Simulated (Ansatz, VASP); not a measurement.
## Al2SiCN2 (twisted h-AlN/h-SiC alternating trilayer, 38.21 deg) in two plane-wave programs

One calculation is typed for both programs; each brings its own data sets. How far apart do they land? The cell is taken from a series of runs on this material, whose earlier steps may have relaxed, scaled, displaced or heated it; both programs get it as it stands.

Main program and level: Ansatz 0.2.0; plane waves, with VASP 6.6.1 beside it; single point at PBE with D3(BJ).

### Step 1. The starting structure

The cell holds 42 atoms: 14 Al, 14 N, 7 Si and 7 C. Cell: a = 8.242 Å, b = 8.242 Å, c = 20.350 Å, α = 90.0°, β = 90.0°, γ = 120.0°. As first built, before any earlier steps moved the atoms (in the runner's words): h-AlN (a = 3.13 A) under h-SiC (a = 3.1 A), alternating trilayer, commensurate cell of 7 unit cells a layer, twist 38.21 deg, both strained to the mean lattice constant; facing atoms 3.16, 3.19 A apart;; flat layers, displaced by a Gaussian of 0.01 A. Vacuum lies along c.

Structure file:

```xyz
42
Lattice="8.2415 0.0000 0.0000 -4.1208 7.1373 0.0000 0.0000 0.0000 20.3500" Properties=species:S:1:pos:R:3
Al    0.5781    1.7132    6.9947
Al   -0.0021    4.7538    6.9998
Al    3.5344    0.6608    6.9833
Al    2.9506    3.7504    7.0024
Al    2.3591    6.7843    6.9978
Al    5.8678    2.7122    7.0130
Al   -2.9461    5.7859    7.0305
Al    0.5899    1.7131   13.3468
Al    0.0112    4.7413   13.3628
Al    3.5264    0.6696   13.3514
Al    2.9638    3.7299   13.3413
Al    2.3559    6.7897   13.3437
Al    5.8832    2.7097   13.3571
Al   -2.9440    5.7581   13.3612
N     1.7652    0.3671    6.9976
N     1.1686    3.4138    6.9882
N     0.6074    6.4576    6.9896
N     4.1218    2.3899    7.0000
N     3.5339    5.4257    6.9882
N     7.0567    1.3650    6.9963
N    -1.7585    4.4057    7.0126
N     1.7734    0.3150   13.3510
N     1.1608    3.3894   13.3451
N     0.5866    6.4588   13.3573
N     4.1076    2.3712   13.3341
N     3.5270    5.4405   13.3421
N     7.0792    1.3539   13.3524
N    -1.7573    4.4242   13.3319
Si    4.7257    0.6818   10.1544
Si    2.3668    2.7096   10.1616
Si   -2.3497    6.7880   10.1640
Si   -0.0042    4.7551   10.1683
Si   -0.5852    1.6941   10.1483
Si    2.9223    5.7625   10.1538
Si    5.2920    3.7308   10.1540
C     4.1261    2.3912   10.1575
C     1.7477    4.4332   10.1538
C     1.1804    1.3796   10.1620
C    -0.5707    6.4611   10.1630
C    -1.1690    3.4016   10.1699
C     6.4592    0.3349   10.1512
C     4.6889    5.4318   10.1669
```

### Step 2. Ansatz: single point, PBE with D3(BJ), pair 1

Ansatz runs on its default PAW (the set named soft_2) files.

With cell and atoms fixed, the geometry can't cause a difference; cores, projectors, grids and the points listed under the comparison can.

input.yaml reads:

```yaml
crystal:
  lattice:
    - [8.2415, 0.0, 0.0]
    - [-4.12075, 7.13735, 0.0]
    - [0.0, 0.0, 20.35]
  atoms:
    - { symbol: Al, position: [0.19017, 0.24004, 0.34372] }
    - { symbol: "N", position: [0.2399, 0.05143, 0.34386] }
    - { symbol: Al, position: [0.33277, 0.66604, 0.34397] }
    - { symbol: "N", position: [0.38095, 0.4783, 0.3434] }
    - { symbol: Al, position: [0.47515, 0.09259, 0.34316] }
    - { symbol: "N", position: [0.52608, 0.90476, 0.34347] }
    - { symbol: Al, position: [0.62075, 0.52546, 0.3441] }
    - { symbol: "N", position: [0.66755, 0.33484, 0.34398] }
    - { symbol: Al, position: [0.76152, 0.95054, 0.34387] }
    - { symbol: "N", position: [0.80889, 0.76019, 0.3434] }
    - { symbol: Al, position: [0.90198, 0.38, 0.34462] }
    - { symbol: "N", position: [0.95187, 0.19125, 0.3438] }
    - { symbol: Al, position: [0.04785, 0.81065, 0.34548] }
    - { symbol: "N", position: [0.09526, 0.61727, 0.3446] }
    - { symbol: Si, position: [0.62116, 0.09552, 0.49899] }
    - { symbol: C, position: [0.66817, 0.33503, 0.49914] }
    - { symbol: Si, position: [0.477, 0.37964, 0.49934] }
    - { symbol: C, position: [0.52263, 0.62113, 0.49896] }
    - { symbol: Si, position: [0.19042, 0.95106, 0.49946] }
    - { symbol: C, position: [0.23987, 0.19329, 0.49936] }
    - { symbol: Si, position: [0.33261, 0.66623, 0.49967] }
    - { symbol: C, position: [0.38338, 0.90525, 0.49941] }
    - { symbol: Si, position: [0.04767, 0.23735, 0.49869] }
    - { symbol: C, position: [0.09645, 0.47659, 0.49975] }
    - { symbol: Si, position: [0.75827, 0.80737, 0.49896] }
    - { symbol: C, position: [0.8072, 0.04692, 0.49883] }
    - { symbol: Si, position: [0.90348, 0.52272, 0.49897] }
    - { symbol: C, position: [0.94946, 0.76104, 0.4996] }
    - { symbol: Al, position: [0.19159, 0.24002, 0.65586] }
    - { symbol: "N", position: [0.23725, 0.04414, 0.65607] }
    - { symbol: Al, position: [0.3335, 0.66429, 0.65665] }
    - { symbol: "N", position: [0.37829, 0.47488, 0.65578] }
    - { symbol: Al, position: [0.47479, 0.09381, 0.65609] }
    - { symbol: "N", position: [0.52364, 0.90493, 0.65638] }
    - { symbol: Al, position: [0.62092, 0.52259, 0.65559] }
    - { symbol: "N", position: [0.66451, 0.33222, 0.65524] }
    - { symbol: Al, position: [0.7615, 0.95129, 0.65571] }
    - { symbol: "N", position: [0.80909, 0.76226, 0.65563] }
    - { symbol: Al, position: [0.90368, 0.37965, 0.65637] }
    - { symbol: "N", position: [0.95382, 0.18969, 0.65614] }
    - { symbol: Al, position: [0.04616, 0.80675, 0.65657] }
    - { symbol: "N", position: [0.0967, 0.61986, 0.65513] }
kpoints:
  mp_grid: { grid: [1, 1, 1] }
hamiltonian:
  xc: pbe
  dispersion: d3bj
scf:
  occupations: { method: fixed }
output:
  forces: true
  populations: true
  dos:
    method: { smearing: { sigma: 0.08 } }
    de: 0.1
    projected:
      site_lists:
        Al: [Al]
        C: [C]
        "N": ["N"]
        Si: [Si]
        layer_1: [0, 1, 2, 3, 4, 5, 6, 7, 8, 9, 10, 11, 12, 13]
        layer_2: [14, 15, 16, 17, 18, 19, 20, 21, 22, 23, 24, 25, 26, 27]
        layer_3: [28, 29, 30, 31, 32, 33, 34, 35, 36, 37, 38, 39, 40, 41]
  eigenvalues: true
  write_density: true
  write_potential: true
  volumetric_format: npy
```

On the command line:

```sh
$ ansatz run input.yaml --threads 8 --pin off --max-ram 15872MiB --backend cpu --events-out ev --progress --plain --runs-dir out
```

Numbers of over 12 decimals in the logs are rounded to 6 here.

Output:

```text
Engine: ansatz 0.2.0, aarch64-unknown-linux-gnu
Pseudopotentials: kind: paw
Pseudopotential: Al, paw, valence charge 3, recommended cutoff 420 eV (normal), Al.paw.azcp
Pseudopotential: N, paw, valence charge 5, recommended cutoff 420 eV (normal), N.paw.azcp
Pseudopotential: Si, paw, valence charge 4, recommended cutoff 420 eV (normal), Si.paw.azcp
Pseudopotential: C, paw, valence charge 4, recommended cutoff 420 eV (normal), C.paw.azcp
Functional definition: PBE
  parameter kappa = 0.804
  parameter beta = 0.066725
  exchange = pbe_x(kappa = kappa, mu = beta*pi^2/3)
  correlation = pbe_c(beta = beta)
Crystal: 42 atoms, lattice volume = 1197.037 Å³
Basis set: ecut = 420 eV, 23439 PW (Γ), exchange–correlation on 120×120×288 points (8 copies of the dense FFT grid, shifted against one another)
Bands: 126, of which v1, the nominal top of the filled ones, is band 84 counted from 1 (83 counted from 0)
Symmetry: 1 space group operations
Space group: P1 (ITA 1), of the structure as read, at distance tolerance 1.1e-4 Å
k-points: 1
Non-local potential: Al, projectors of the file, l = 0: 2, l = 1: 2, l = 2: 1
Non-local potential: N, projectors of the file, l = 0: 2, l = 1: 2, l = 2: 1
Non-local potential: Si, projectors of the file, l = 0: 2, l = 1: 2, l = 2: 2
Non-local potential: C, projectors of the file, l = 0: 2, l = 1: 2, l = 2: 1
PAW form: soft (Blöchl's): semilocal exchange-correlation on the pseudo side does not see the compensation charge
PAW one-centre angular grid: Al, 110 points (default); XC on 64 Gauss nodes
PAW one-centre angular grid: N, 110 points (default); XC on 64 Gauss nodes
PAW one-centre angular grid: Si, 110 points (default); XC on 64 Gauss nodes
PAW one-centre angular grid: C, 110 points (default); XC on 64 Gauss nodes
Initial density: superposition of atomic densities (neutral atoms: chi_scale 0, normalization atom), corrected by the library's trained network
Initial wavefunctions: pseudopotential atomic-orbital guess
Functional: x = pbe(κ = 0.804, μ = 0.219515), c = pbe(β = 0.066725)
SCF iter   1: F=—  HF=-19136.545784 eV  |F-HF|=—  |Δ(HF+E_count)|=         —  Δρ=3.33e-3  dr2=3.78e-1  ethr=1.77e-3  ⟨swp⟩=6.0  Hψ=549  notcnv=0  defer=38
preconditioner: auto → Resta (q_TF=auto, 1.967 Å⁻¹)  ε∞=2.7  [insulator: Δε(μ)=2.482 eV  Ē_g=10.753 eV  n_scr=162 (ndim 8)  ℏωp=13.9 eV  f_vac=0.487  ε∞_Penn≈2.7  vacuum switching on, ρ_ref=8.4e-3 e/Å³]
SCF iter   2: F=—  HF=-19136.478483 eV  |F-HF|=—  |Δ(HF+E_count)|=   6.73e-2  Δρ=1.50e-3  dr2=3.31e-2  ethr=2.25e-4  ⟨swp⟩=2.0  Hψ=189  notcnv=0  defer=40
SCF iter   3: F=—  HF=-19136.477892 eV  |F-HF|=—  |Δ(HF+E_count)|=   5.91e-4  Δρ=6.63e-4  dr2=8.09e-3  ethr=1.97e-5  ⟨swp⟩=3.0  Hψ=179  notcnv=0  defer=40
SCF iter   4: F=—  HF=-19136.478751 eV  |F-HF|=—  |Δ(HF+E_count)|=   8.59e-4  Δρ=2.81e-4  dr2=9.99e-4  ethr=4.82e-6  ⟨swp⟩=3.0  Hψ=164  notcnv=0  defer=40
SCF iter   5: F=—  HF=-19136.478833 eV  |F-HF|=—  |Δ(HF+E_count)|=   8.25e-5  Δρ=9.70e-5  dr2=9.70e-5  ethr=5.95e-7  ⟨swp⟩=2.0  Hψ=177  notcnv=0  defer=40
SCF iter   6: F=—  HF=-19136.479545 eV  |F-HF|=—  |Δ(HF+E_count)|=   7.12e-4  Δρ=3.08e-5  dr2=8.38e-6  ethr=5.77e-8  ⟨swp⟩=2.0  Hψ=185  notcnv=0  defer=38
SCF iter   7: F=—  HF=-19136.479553 eV  |F-HF|=—  |Δ(HF+E_count)|=   8.14e-6  Δρ=1.31e-5  dr2=2.28e-6  ethr=4.99e-9  ⟨swp⟩=2.0  Hψ=176  notcnv=0  defer=38
SCF iter   8: F=-19136.479553 eV  HF=-19136.479553 eV  |F-HF|=5.21e-8  |Δ(HF+E_count)|=   8.51e-8  Δρ=3.18e-6  dr2=9.27e-8  ethr=5.95e-11  ⟨swp⟩=29.0  Hψ=1745  notcnv=0
SCF 1 converged in 8 iterations: F = -19136.479553 eV  dr2 = 9.27e-8
  greatest PAW one-centre occupation: 0.791 electrons in one spin orbital (limit 2), on the N atom at site 9 (counted from 0), in its partial waves of l = 0
WARN: The input density's exchange-correlation potential varies sharply where the density is thin. Do not read a vacuum level from v_tot or v_xc, or from such a field of the output density. On a cell that repeats whose density bears no net charge and no dipole along the vacuum's axis use v_es (v_loc + v_h of the components); under efield.dipole_correction with no amplitude use v_es + v_field, which holds any external [...]
SCF converged after 8 iterations
Free energy (F): -19136.479553 eV
Harris-Foulkes:  -19136.479553 eV  (|F-HF|=5.21e-8)
Internal energy: -19136.479553 eV  (E = F + TS)
E sigma→0 (E₀):  -19136.479553 eV
Fermi energy:    -0.382970 eV
--- Per-component energies (eV) ---
  E_band       = -938.304979
  E_kinetic    = 3108.378612
  E_local      = -49885.976257  (includes V_loc(G=0)·N_el)
  E_nonlocal   = 1152.900316
  E_hartree    = 23652.753251
  E_xc         = -2129.707661
  E_vxc        = -2228.826818  (∫ρ·V_xc dr)
  E_paw        = -12617.454565  (= ΣΔE_a)
  E_vpaw       = -390.300371  (= ΣTr[D̂ρ^β])
  E_aug_tail   = 0.001428  (compensation charges beyond the density's cutoff)
  E_ewald      = 17590.229475
  E_disp       = -7.604150  (pairwise vdW)
  E_smearing   = -0.000000  (= −TS)
  E_closure    = 0.000000  (closes the sum)
  Σ components = -19136.479553   (vs F -19136.479553, Δ=0.00e0)
--- Forces (eV/Å), atoms counted from 1 ---
  atom   1  Al     0.09842582     0.17802853     0.12398926
  atom   2  N     -0.05931554    -0.71014667    -0.13654606
  atom   3  Al     0.00083538     0.34090795    -0.11618450
  atom   4  N      0.46593376    -0.38633253    -0.24125241
  atom   5  Al     0.16672360     0.57526189    -0.00220482
  atom   6  N     -0.36826931    -0.17614255    -0.27104585
  atom   7  Al    -0.50451770    -0.49820092    -0.12583017
  atom   8  N     -0.47684000    -0.56522050    -0.41496021
  atom   9  Al     0.19195157     0.40292076     0.10623064
  atom  10  N      0.04373503     0.53823458    -0.08963988
  atom  11  Al     0.49805113     0.18794823    -0.14072277
  atom  12  N      0.10850385    -0.21347038    -0.11098548
  atom  13  Al     0.34192143    -0.14807919     0.02629376
  atom  14  N     -0.51998313     0.46798820    -0.21393363
  atom  15  Si    -0.53942440     0.07678483     0.02017541
  atom  16  C     -0.02929026    -0.61781536     0.03011365
  atom  17  Si    -0.53973178     0.76065934    -0.02810333
  atom  18  C      0.54262011    -0.85424437     0.04978142
  atom  19  Si    -0.09921196     0.29932483     0.06392572
  atom  20  C     -0.14332837    -0.56908414     0.01484114
  atom  21  Si    -0.08787129     0.19560378    -0.00518654
  atom  22  C     -0.63145171     0.09366438    -0.00206356
  atom  23  Si    -0.23065397     0.12418474     0.04582651
  atom  24  C     -0.42984309    -0.46611277    -0.02135622
[...]
atom  35  Al    -0.91623588     0.29350603     0.03744424
  atom  36  N      0.47427433    -0.16725487     0.45873731
  atom  37  Al    -0.18207094     0.30166558    -0.11079490
  atom  38  N      0.01997955    -0.33824244     0.19260923
  atom  39  Al     0.21630491     0.12589105    -0.06292598
  atom  40  N     -0.35553117     0.12356718     0.15687747
  atom  41  Al    -0.05751575     0.24930620    -0.22951221
  atom  42  N     -0.21157398    -0.53449058     0.36578810
  max |Σ_I F_I| component: 2.88e-5 eV/Å
--- Band table (eV) ---
  k-point 0: bands = [... 80 lower, -0.6010, -0.5184, -0.4788, -0.3830, 2.1498, 2.6817, 2.9742, 3.0363, ... 38 higher]
--- Löwdin populations: 42 sites ---
  site symbol       q [e]
     0     Al      1.8664
     1      N      6.0750
     2     Al      1.8830
     3      N      6.0756
     4     Al      1.8740
     5      N      6.0773
     6     Al      1.8691
     7      N      6.0727
     8     Al      1.8629
     9      N      6.0855
    10     Al      1.8744
    11      N      6.0759
    12     Al      1.8775
    13      N      6.0691
    14     Si      2.9371
    15      C      4.9042
    16     Si      2.9461
    17      C      4.9217
    18     Si      2.9393
    19      C      4.9437
    20     Si      2.9657
    21      C      4.9167
    22     Si      2.9248
    23      C      4.9160
[...]
34     Al      1.8738
    35      N      6.0758
    36     Al      1.8661
    37      N      6.0809
    38     Al      1.8789
    39      N      6.0770
    40     Al      1.8654
    41      N      6.0733
  spilling = 0.009844 (of n_electrons = 168.000000)
```

The column dr2 measures how far the density is from self-consistency, as an energy; F and HF (Harris–Foulkes) agree once it is small.

### Step 3. VASP: single point, PBE with D3(BJ), pair 1

The same cell, functional and mesh now go to VASP, with its own data sets.

Lines of VASP's logs that name or quote its potential files are left out, and so is its time.

INCAR reads:

```
SYSTEM = Al2SiCN2
PREC = Accurate
ENCUT = 520
EDIFF = 1E-06
NELM = 120
ISMEAR = 0
SIGMA = 0.01
LREAL = Auto
ALGO = Normal
GGA = PE
IVDW = 12
NBANDS = 120
LORBIT = 11
LWAVE = .FALSE.
LCHARG = .FALSE.
ISIF = 2
LASPH = .TRUE.
GGA_COMPAT = .FALSE.
EFERMI = MIDGAP
NCORE = 2
```

POSCAR reads:

```
Al2SiCN2
1.0
    8.2415000000      0.0000000000      0.0000000000
   -4.1207500000      7.1373500000      0.0000000000
    0.0000000000      0.0000000000     20.3500000000
Al N Si C
14 14 7 7
Direct
    0.1901700000      0.2400400000      0.3437200000
    0.3327700000      0.6660400000      0.3439700000
    0.4751500000      0.0925900000      0.3431600000
    0.6207500000      0.5254600000      0.3441000000
    0.7615200000      0.9505400000      0.3438700000
    0.9019800000      0.3800000000      0.3446200000
    0.0478500000      0.8106500000      0.3454800000
    0.1915900000      0.2400200000      0.6558600000
    0.3335000000      0.6642900000      0.6566500000
    0.4747900000      0.0938100000      0.6560900000
    0.6209200000      0.5225900000      0.6555900000
    0.7615000000      0.9512900000      0.6557100000
    0.9036800000      0.3796500000      0.6563700000
    0.0461600000      0.8067500000      0.6565700000
    0.2399000000      0.0514300000      0.3438600000
    0.3809500000      0.4783000000      0.3434000000
    0.5260800000      0.9047600000      0.3434700000
    0.6675500000      0.3348400000      0.3439800000
    0.8088900000      0.7601900000      0.3434000000
    0.9518700000      0.1912500000      0.3438000000
    0.0952600000      0.6172700000      0.3446000000
    0.2372500000      0.0441400000      0.6560700000
    0.3782900000      0.4748800000      0.6557800000
    0.5236400000      0.9049300000      0.6563800000
    0.6645100000      0.3322200000      0.6552400000
    0.8090900000      0.7622600000      0.6556300000
    0.9538200000      0.1896900000      0.6561400000
    0.0967000000      0.6198600000      0.6551300000
    0.6211600000      0.0955200000      0.4989900000
    0.4770000000      0.3796400000      0.4993400000
    0.1904200000      0.9510600000      0.4994600000
    0.3326100000      0.6662300000      0.4996700000
    0.0476700000      0.2373500000      0.4986900000
    0.7582700000      0.8073700000      0.4989600000
    0.9034800000      0.5227200000      0.4989700000
    0.6681700000      0.3350300000      0.4991400000
    0.5226300000      0.6211300000      0.4989600000
    0.2398700000      0.1932900000      0.4993600000
    0.3833800000      0.9052500000      0.4994100000
    0.0964500000      0.4765900000      0.4997500000
    0.8072000000      0.0469200000      0.4988300000
    0.9494600000      0.7610400000      0.4996000000
```

KPOINTS reads:

```
Automatic mesh
0
Gamma
1 1 1
0 0 0
```

Potentials, in the order of the species: Al, N, Si and C (PBE family, release 64).

On the command line:

```sh
$ mpirun -np 8 vasp_gam
```

Output:

```text
[banner, memory and clock lines left out]
running    8 mpi-ranks, on    1 nodes
[...]
LDA part: xc-table for (Slater+PW92), standard interpolation
 POSCAR, INCAR and KPOINTS ok, starting setup
[...]
entering main loop
       N       E                     dE             d eps       ncg     rms          rms(c)
DAV:   1     0.154156733967E+04    0.15416E+04   -0.73680E+04   240   0.119E+03
DAV:   2    -0.733603415236E+02   -0.16149E+04   -0.15329E+04   360   0.263E+02
DAV:   3    -0.345821413100E+03   -0.27246E+03   -0.26927E+03   288   0.114E+02
DAV:   4    -0.359872602227E+03   -0.14051E+02   -0.13986E+02   320   0.312E+01
[...]
DAV:  24    -0.293087084363E+03   -0.24983E-05   -0.63792E-08   224   0.489E-04    0.198E-04
DAV:  25    -0.293087085640E+03   -0.12773E-05   -0.48063E-08   184   0.288E-04    0.152E-04
DAV:  26    -0.293087085764E+03   -0.12366E-06   -0.81609E-09   224   0.189E-04
   1 F= -.30069032E+03 E0= -.30069032E+03  d E =0.000000E+00
```

Parts of OUTCAR (step 3):

```text
 Edisp (eV)   -7.60324

  Total      -7.69684   -11.39069     9.19845     0.02026     0.01402    -0.00692
  in kB     -10.30185   -15.24589    12.31169     0.02712     0.01876    -0.00926
  external pressure =       -4.41 kB  Pullay stress =        0.00 kB

 POSITION                                       TOTAL-FORCE (eV/Angst)
 -----------------------------------------------------------------------------------
      0.57814      1.71325      6.99470         0.097843      0.176095      0.124082
     -0.00206      4.75376      6.99979         0.000331      0.342757     -0.114601
      3.53441      0.66085      6.98331         0.168881      0.579536     -0.001450
      2.95062      3.75039      7.00243        -0.509944     -0.501462     -0.126196
      2.35913      6.78434      6.99775         0.194924      0.400123      0.105943
      5.86778      2.71219      7.01302         0.501959      0.188160     -0.138888
     -2.94613      5.78589      7.03052         0.343993     -0.148927      0.023186
      0.58993      1.71311     13.34675         0.353461     -0.925281     -0.157129
      0.01117      4.74127     13.36283        -0.237775      0.608943      0.010812
      3.52641      0.66955     13.35143         0.051365     -0.076313      0.029149
      2.96385      3.72991     13.34126        -0.922586      0.297055      0.035349
      2.35587      6.78969     13.34370        -0.183267      0.304192     -0.112613
      5.88324      2.70969     13.35713         0.213912      0.128969     -0.063921
     -2.94399      5.75806     13.36120        -0.060407      0.249784     -0.230099
[...]
-----------------------------------------------------------------------------------
    total drift:                                0.024780      0.004217      0.014720

  FREE ENERGIE OF THE ION-ELECTRON SYSTEM (eV)
  ---------------------------------------------------
  free  energy   TOTEN  =      -300.6903233219 eV

  energy  without entropy=     -300.6903233219  energy(sigma->0) =     -300.69032332

[... 3 further parts left out ...]
[key lines of the parts left out:]
E-fermi :   0.4748
```

### Step 4. Side by side

Known differences besides the potentials themselves: fixed occupations in Ansatz, narrow Gaussian smearing in VASP; the cutoff is 420 eV in Ansatz and 520 eV in VASP (PREC = Accurate, projectors in real space). Total energies have different zeros and are not compared.

Both answers:

```csv
quantity,Ansatz,VASP,difference
gap on the k mesh (eV),2.533,2.535,-0.002
```

Forces on 9 of the 42 atoms, those with the largest forces and the largest differences (eV/Å; atoms numbered as in POSCAR):

```csv
atom,"Ansatz x, y, z","VASP x, y, z"
Al8,"0.350, -0.917, -0.157","0.353, -0.925, -0.157"
Al10,"0.045, -0.081, 0.031","0.051, -0.076, 0.029"
Al11,"-0.916, 0.294, 0.037","-0.923, 0.297, 0.035"
N18,"-0.477, -0.565, -0.415","-0.480, -0.569, -0.415"
N23,"1.055, 0.170, 0.279","1.061, 0.171, 0.280"
Si30,"-0.540, 0.761, -0.028","-0.539, 0.759, -0.028"
Si35,"0.554, 0.641, 0.063","0.551, 0.638, 0.064"
C37,"0.543, -0.854, 0.050","0.544, -0.851, 0.048"
C42,"0.733, 0.132, -0.065","0.736, 0.142, -0.061"
```

The forces differ by 2.7 meV/Å r.m.s., which is 0.7 % of the r.m.s. force of 0.362 eV/Å (both taken over all components). A gap on the mesh is an upper bound, since the band edges may lie between its points. With vacuum in the cell, a pressure given here is an average over mostly empty space and none of the material.

[end of part 1 of 2]

[Lines on the potential files, build, host, timing and source positions are cut from VASP's logs without a mark.]

[Logs are printed without paths, hosts, clocks, repeated set-up lines and the standing remarks that a program may print on its own settings, such as how far it seeks lower states.]

[Hosts, paths, dates, database ids (printed as entryN), source tags and the programs' standing remarks are cut or masked in the printed files.]
